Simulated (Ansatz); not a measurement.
Start of a relaxation, clean slab, lower half held (MoS2, R-3m (No. 166), (0 0 1) face):

```yaml
crystal:
  lattice:
    - [6.26692, 0.00000, 0.00000]
    - [-3.13346, 5.42731, 0.00000]
    - [0.00000, 0.00000, 26.16469]
  atoms:
    - { symbol: S, position: [0.50000, 0.50000, 0.32487] }
    - { symbol: S, position: [0.50000, 0.00000, 0.32487] }
    - { symbol: S, position: [0.00000, 0.50000, 0.32487] }
    - { symbol: S, position: [0.00000, 0.00000, 0.32487] }
    - { symbol: Mo, position: [0.33333, 0.16667, 0.38613] }
    - { symbol: Mo, position: [0.33333, 0.66667, 0.38613] }
    - { symbol: Mo, position: [0.83333, 0.16667, 0.38613] }
    - { symbol: Mo, position: [0.83333, 0.66667, 0.38613] }
    - { symbol: S, position: [0.66667, 0.33333, 0.44739] }
    - { symbol: S, position: [0.66667, 0.83333, 0.44739] }
    - { symbol: S, position: [0.16667, 0.33333, 0.44739] }
    - { symbol: S, position: [0.16667, 0.83333, 0.44739] }
    - { symbol: S, position: [0.83333, 0.66667, 0.55261] }
    - { symbol: S, position: [0.83333, 0.16667, 0.55261] }
    - { symbol: S, position: [0.33333, 0.66667, 0.55261] }
    - { symbol: S, position: [0.33333, 0.16667, 0.55261] }
    - { symbol: Mo, position: [0.66667, 0.33333, 0.61387] }
    - { symbol: Mo, position: [0.66667, 0.83333, 0.61387] }
    - { symbol: Mo, position: [0.16667, 0.33333, 0.61387] }
    - { symbol: Mo, position: [0.16667, 0.83333, 0.61387] }
    - { symbol: S, position: [0.00000, 0.50000, 0.67513] }
    - { symbol: S, position: [0.00000, 0.00000, 0.67513] }
    - { symbol: S, position: [0.50000, 0.50000, 0.67513] }
    - { symbol: S, position: [0.50000, 0.00000, 0.67513] }
```

These are results of DFT PBE+D3(BJ), scalar-relativistic, plane waves, PAW in Ansatz, not measurements. Cutoff 420 eV; k points 6×6×1 on the computed 24-atom cell (Γ-centred); Gaussian smearing, width 0.10 eV; no spin polarisation. A dipole correction removes the field between periodic images along c.

Atoms 1, 2, 3, 4, 5, 6, 7, 8, 9, 10, 11, 12 (counted from 1) are held. The cell is fixed. Force threshold 0.03 eV/Å.

Q: Where does it end?

A: The energy falls by 0.003 eV in 3 steps, to:

```xyz
24
Lattice="6.2669 0.0000 0.0000 -3.1335 5.4273 0.0000 0.0000 0.0000 26.1647" Properties=species:S:1:pos:R:3 pbc="T T T"
S     1.5667    2.7137    8.5000
S     3.1335    0.0000    8.5000
S    -1.5667    2.7137    8.5000
S     0.0000    0.0000    8.5000
Mo    1.5667    0.9046   10.1029
Mo    0.0000    3.6182   10.1029
Mo    4.7002    0.9046   10.1029
Mo    3.1335    3.6182   10.1029
S     3.1335    1.8091   11.7058
S     1.5667    4.5228   11.7058
S     0.0000    1.8091   11.7058
S    -1.5667    4.5228   11.7058
S     3.1335    3.6182   14.4233
S     4.7002    0.9046   14.4233
S     0.0000    3.6182   14.4233
S     1.5667    0.9046   14.4233
Mo    3.1335    1.8091   16.0308
Mo    1.5667    4.5228   16.0308
Mo    0.0000    1.8091   16.0308
Mo   -1.5667    4.5228   16.0308
S    -1.5667    2.7137   17.6370
S     0.0000    0.0000   17.6370
S     1.5667    2.7137   17.6370
S     3.1335    0.0000   17.6370
```

The reference crystal is a form of MoS2, which isn't its usual structure.

Cost: 1 run of about 5 core-minutes, on Arm Neoverse V1 (shared hosts).